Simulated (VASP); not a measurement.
# P in VASP: notebook

Runs on P. Level: PBE. Tasks: single point.

Program: VASP 6.6.1. These are calculated values, not measurements. Logs are shortened: lines on timing, memory, paths and dates and some standing lists are left out, and cuts for length are marked.

## Step 1: Starting point

The cell holds a sheet with vacuum, 3 atoms: a = 5.273 Å, b = 5.273 Å, c = 23.800 Å, α = 90.00°, β = 90.00°, γ = 120.00°.

The cell was built by a generator and needn't be a form met in nature.

## Step 2: Single point, PBE

Contents of INCAR:

```
SYSTEM = P
PREC = Accurate
ENCUT = 520
EDIFF = 1E-6
ISMEAR = 0
SIGMA = 0.1
LREAL = .FALSE.
LASPH = .TRUE.
NELM = 100
ALGO = Fast
ISIF = 2
LWAVE = .FALSE.
LCHARG = .TRUE.
LDIPOL = .TRUE.
IDIPOL = 3
DIPOL = 0.5 0.5 0.294
GGA = PE
LELF = .TRUE.
LVHAR = .TRUE.
LVACPOTAV = .TRUE.
NBANDS = 14
```

Contents of KPOINTS:

```
regular mesh
0
G
  12 12 1
  0 0 0
```

Contents of POSCAR:

```
P
1.0
    5.2725610864      0.0000000000      0.0000000000
   -2.6362805432      4.5661718438      0.0000000000
    0.0000000000      0.0000000000     23.8000000000
P
3
Direct
    0.5308002777      0.4691997223      0.2941176471
    0.5308002777      0.0616005554      0.2941176471
    0.9383994446      0.4691997223      0.2941176471
```

Potentials or basis: VASP PAW PBE potentials, release 64 (P).

Run with:

```sh
> cat potpaw_PBE.64/P/POTCAR > POTCAR
> mpirun -np 1 vasp_std > vasp.out
```

OUTCAR:

```text
SYSTEM = P
   PREC = Accurate
   ENCUT = 520
   EDIFF = 1E-6
   ISMEAR = 0
   LREAL = .FALSE.
   LASPH = .TRUE.
   NELM = 100
   ISIF = 2
   GGA = PE

 ion  position               nearest neighbor table
   1  0.531  0.469  0.294-   2 2.15   3 2.15
   2  0.531  0.062  0.294-   1 2.15   3 2.15
   3  0.938  0.469  0.294-   2 2.15   1 2.15

  LATTYP: Found a hexagonal cell.
 ALAT       =     5.2725610864
 C/A-ratio  =     4.5139353741

  Lattice vectors:

 A1 = (   5.2725610864,   0.0000000000,   0.0000000000)
 A2 = (  -2.6362805432,   4.5661718438,   0.0000000000)
 A3 = (   0.0000000000,   0.0000000000,  23.8000000000)

Analysis of symmetry for initial positions (statically):
=====================================================================
 Subroutine PRICEL returns:
 Original cell was already a primitive cell.

 Routine SETGRP: Setting up the symmetry group for a
 hexagonal supercell.

 Subroutine GETGRP returns: Found 12 space group operations
 (whereof  6 operations were pure point group operations)
 out of a pool of 24 trial point group operations.

The static configuration has the point symmetry C_3v.
 The point group associated with its full space group is D_3h.

Analysis of symmetry for dynamics (positions and initial velocities):
=====================================================================
 Subroutine PRICEL returns:
 Original cell was already a primitive cell.

 Routine SETGRP: Setting up the symmetry group for a
 hexagonal supercell.

 Subroutine GETGRP returns: Found 12 space group operations
 (whereof  6 operations were pure point group operations)
 out of a pool of 24 trial point group operations.

The dynamic configuration has the point symmetry C_3v.
 The point group associated with its full space group is D_3h.

 Subroutine INISYM returns: Found 12 space group operations
 (whereof  6 operations are pure point group operations),
 and found     1 'primitive' translations

----------------------------------------------------------------------------------------

                                     Primitive cell

  volume of cell :     572.9950

  direct lattice vectors                    reciprocal lattice vectors
     5.272561086  0.000000000  0.000000000     0.189661150  0.109500916  0.000000000
    -2.636280543  4.566171844  0.000000000     0.000000000  0.219001832  0.000000000
[... 97 lines left out ...]
   EFERMI_NEDOS =   21; number of points for ismear=-14 and -15
   IALGO  =     68    algorithm
   IMIX   =      4    mixing-type and parameters
     AMIX     =   0.40;   BMIX     =  1.00
     AMIX_MAG =   1.60;   BMIX_MAG =  1.00
  volume/ion in A,a.u.               =     191.00      1288.92
  Fermi-wavevector in a.u.,A,eV,Ry     =   0.486096  0.918587  3.214905  0.236289
  Thomas-Fermi vector in A             =   1.486670
   LORBIT       =      0    0 simple, 1 ext, 2 COOP (PROOUT), +10 PAW based schemes
   GGA     = PE    functional components
   LHFCALC =     F    Hartree Fock is set to
   AEXX    =    0.0000 exact exchange contribution
   IVDW    =     0    specifies the selected vdW correction
   LEPSILON=     F    determine dielectric tensor
   LRPA    =     F    only Hartree local field effects (RPA)
 non-spin polarized calculation
 RMM-DIIS sequential band-by-band and
 Gauss-broadening in eV      SIGMA  =   0.10
  energy-cutoff  :      520.00
  volume of cell :      572.99
 maximum number of plane-waves:     15457
 NGX is ok and might be reduce to    40
   NGX = 19   NGY = 19   NGZ = 89

 dipolmoment           0.000000      0.000000     -0.000001 electrons x Angstroem

 number of electron      14.9999999 magnetization

 dipolmoment           0.000000      0.000000      0.000004 electrons x Angstroem

 Free energy of the ion-electron system (eV)
  ---------------------------------------------------
  ext. energy  EPLUGINS =         0.00000000
  ---------------------------------------------------
  free energy    TOTEN  =       -13.95065935 eV

  energy without entropy =      -13.93983337  energy(sigma->0) =      -13.94524636

 E-fermi :  -3.7623     XC(G=0):  -1.5897

 val. band max:       -3.8067352807   @ k =   0.3333   0.0833   0.0000
 cond. band min:      -3.7351611670   @ k =   0.2500   0.1667   0.0000
 fundamental gap:      0.0715741137
 Fermi energy:        -3.7622712889

 k-point     1 :       0.0000    0.0000    0.0000
  band No.  band energies     occupation
      1     -17.6435      2.00000
      2     -11.2273      2.00000
      3     -11.2273      2.00000
      4      -8.9688      2.00000
      5      -7.3687      2.00000
      6      -6.4295      2.00000
      7      -6.4295      2.00000
      8      -2.6260      0.00000
      9      -2.6260      0.00000
     10      -0.1347      0.00000
     11       0.5743      0.00000
     12       0.8767      0.00000
     13       1.1749      0.00000
     14       1.5039      0.00000
[... 292 lines left out ...]
      1     -17.4050      2.00000
      2     -12.6851      2.00000
      3     -11.7606      2.00000
      4      -6.9208      2.00000
      5      -6.3112      2.00000
      6      -6.2150      2.00000
      7      -5.0395      2.00000
      8      -4.0004      1.99924
      9      -3.0494      0.00000
     10      -0.7291      0.00000
     11      -0.2799      0.00000
     12       0.7112      0.00000
     13       1.8247      0.00000
     14       2.5485      0.00000

------------------------ aborting loop because EDIFF is reached ----------------------------------------

  FORCE on cell =-STRESS in cart. coord.  units (eV):
  Direction    XX          YY          ZZ          XY          YZ          ZX
  --------------------------------------------------------------------------------------
  -------------------------------------------------------------------------------------
  Total       -0.1773723     -0.1773723     -0.0125008     -0.0000000      0.0000000      0.0000000
  in kB       -0.4959588     -0.4959588     -0.0349540     -0.0000000      0.0000000      0.0000000
  external PRESSURE =      -0.3422905 kB  Pullay stress =       0.0000000 kB

 VOLUME and BASIS-vectors are now :
 -----------------------------------------------------------------------------
  energy-cutoff  :      520.00
  volume of cell :      572.99
      direct lattice vectors                 reciprocal lattice vectors
     5.272561086  0.000000000  0.000000000     0.189661150  0.109500916  0.000000000
    -2.636280543  4.566171844  0.000000000     0.000000000  0.219001832  0.000000000
     0.000000000  0.000000000 23.800000000     0.000000000  0.000000000  0.042016807

 POSITION                                       TOTAL-FORCE (eV/Angst)
 -----------------------------------------------------------------------------------
      1.56173      2.14245      7.00000         0.100025     -0.057750      0.000000
      2.63628      0.28128      7.00000         0.000000      0.115499     -0.000000
      3.71083      2.14245      7.00000        -0.100025     -0.057750     -0.000000
 -----------------------------------------------------------------------------------
    total drift:                                0.000000     -0.000000      0.000015

  FREE ENERGIE OF THE ION-ELECTRON SYSTEM (eV)
  ---------------------------------------------------
  free  energy   TOTEN  =       -13.9506593537 eV

  energy  without entropy=      -13.9398333651  energy(sigma->0) =      -13.94524636

 vacuum level on the upper side and lower side of the slab         1.067         1.067
```

stdout:

```text
POSCAR found type information on POSCAR P
 POSCAR found :  1 types and       3 ions
 scaLAPACK will be used
 LDA part: xc-table for (Slater+PW92), standard interpolation
 POSCAR, INCAR and KPOINTS ok, starting setup
 FFT: planning ... GRIDC
 FFT: planning ... GRID_SOFT
 FFT: planning ... GRID
 WAVECAR not read
 entering main loop
 -----------------------------------------------------------------------------
|                                                                             |
|           W    W    AA    RRRRR   N    N  II  N    N   GGGG   !!!           |
|           W    W   A  A   R    R  NN   N  II  NN   N  G    G  !!!           |
|           W    W  A    A  R    R  N N  N  II  N N  N  G       !!!           |
|           W WW W  AAAAAA  RRRRR   N  N N  II  N  N N  G  GGG   !            |
|           WW  WW  A    A  R   R   N   NN  II  N   NN  G    G                |
|           W    W  A    A  R    R  N    N  II  N    N   GGGG   !!!           |
|                                                                             |
|     Did not find any points to average over, which means that no vacuum     |
|     field-free region was found. Please increase the size of  your cell     |
|     in the dimension of the dipole correction to obtain accurate            |
|     workfunction values.                                                    |
|                                                                             |
 -----------------------------------------------------------------------------
```

Wall time 2.2 min (1 thread of Intel Xeon 6975P-C (Granite Rapids), shared host); peak memory 0.63 GiB.

Results:

```yaml
Free_energy: -13.9507 eV
Largest_force: 0.115 eV/Å
Band_gap_on_the_k_mesh: none (metal or under the smearing width)
Work_function_of_the_upper_face: 4.83 eV
Work_function_of_the_lower_face: 4.83 eV
```

Forces in eV/Å, atoms in the order of the input:
```
P    0.100 -0.058  0.000
P    0.000  0.115  0.000
P   -0.100 -0.058  0.000
```

## Step 3: Single point, PBE

Contents of INCAR:

```
SYSTEM = P
PREC = Accurate
ENCUT = 520
EDIFF = 1E-6
ISMEAR = 0
SIGMA = 0.1
LREAL = .False.
LASPH = .True.
NELM = 100
ALGO = Fast
ISIF = 2
LWAVE = .False.
LCHARG = .False.
LDIPOL = .True.
IDIPOL = 3
DIPOL = 0.5 0.5 0.294
GGA = PE
NBANDS = 14
```

Contents of KPOINTS:

```
regular mesh
0
Gamma
  12 12 1
  0 0 0
```

POSCAR is that of step 2.

Potentials or basis: VASP PAW PBE potentials, release 64 (P).

Run with:

```sh
> cat potpaw_PBE.64/P/POTCAR > POTCAR
> mpirun -np 1 vasp_std > vasp.out
```

Wall time 2 min (1 thread of Intel Xeon 6975P-C (Granite Rapids), shared host); peak memory 0.62 GiB.

The run converged. Its results:

```yaml
Free_energy: -13.9507 eV
Largest_force: 0.115 eV/Å
Band_gap_on_the_k_mesh: none (metal or under the smearing width)
```

Forces on the atoms (eV/Å):
```
P    0.100 -0.058  0.000
P    0.000  0.115  0.000
P   -0.100 -0.058  0.000
```

Levels at points of the mesh, in eV from the Fermi level:
| k point | band 4 | band 5 | band 6 | band 7 | band 8 | band 9 | band 10 | band 11 |
| --- | --- | --- | --- | --- | --- | --- | --- | --- |
| (0.00, 0.00, 0.00) | -5.21 | -3.61 | -2.67 | -2.67 | 1.14 | 1.14 | 3.63 | 4.34 |
| (0.50, 0.00, 0.00) | -3.87 | -3.22 | -1.45 | -1.00 | -0.21 | 0.94 | 2.45 | 2.67 |

## Step 4: Single point, PBE

This run uses another cell than the first one, of 130.06 Å³/atom, 0.681 times its volume.

Contents of INCAR:

```
  ALGO = Normal
  DIPOL = 0.5 0.5 0.500
  EDIFF = 1E-6
  ENCUT = 520
  GGA = PE
  IDIPOL = 3
  ISIF = 2
  ISMEAR = 0
  LASPH = T
  LCHARG = F
  LDIPOL = T
  LREAL = F
  LWAVE = F
  NBANDS = 14
  NELM = 100
  PREC = Accurate
  SIGMA = 0.1
```

Contents of KPOINTS:

```
k-points
0
Gamma
  6 6 1
```

Contents of POSCAR:

```
P
1.0
    5.6728780000      0.0000000000      0.0000000000
   -2.8364390000      4.9128560000      0.0000000000
    0.0000000000      0.0000000000     14.0000000000
P
3
Direct
    0.5020676100      0.4979323900      0.5000000000
    0.5020676100      0.0041352200      0.5000000000
    0.9958647800      0.4979323900      0.5000000000
```

Run with:

```sh
> cat potpaw_PBE.64/P/POTCAR > POTCAR
> mpirun -np 1 vasp_std > vasp.out
```

Wall time 24 s (1 thread of Intel Xeon 6975P-C (Granite Rapids), shared host); peak memory 0.42 GiB.

The run converged. Its results:

```
Free energy            : -10.8450 eV
Largest force          : 1.461 eV/Å
Band gap on the k mesh : none (metal or under the smearing width)
```

Forces on the atoms (eV/Å):
```
P    1.265 -0.731  0.000
P    0.000  1.461  0.000
P   -1.265 -0.731  0.000
```

Levels at points of the mesh, in eV from the Fermi level:
```
           k point  band 4  band 5  band 6  band 7  band 8  band 9  band 10  band 11
(0.00, 0.00, 0.00)   -4.52   -2.23   -2.23   -2.01    0.79    0.79     3.65     4.22
(0.50, 0.00, 0.00)   -3.13   -1.30   -0.53   -0.11    0.04    0.15     0.26     0.68
```
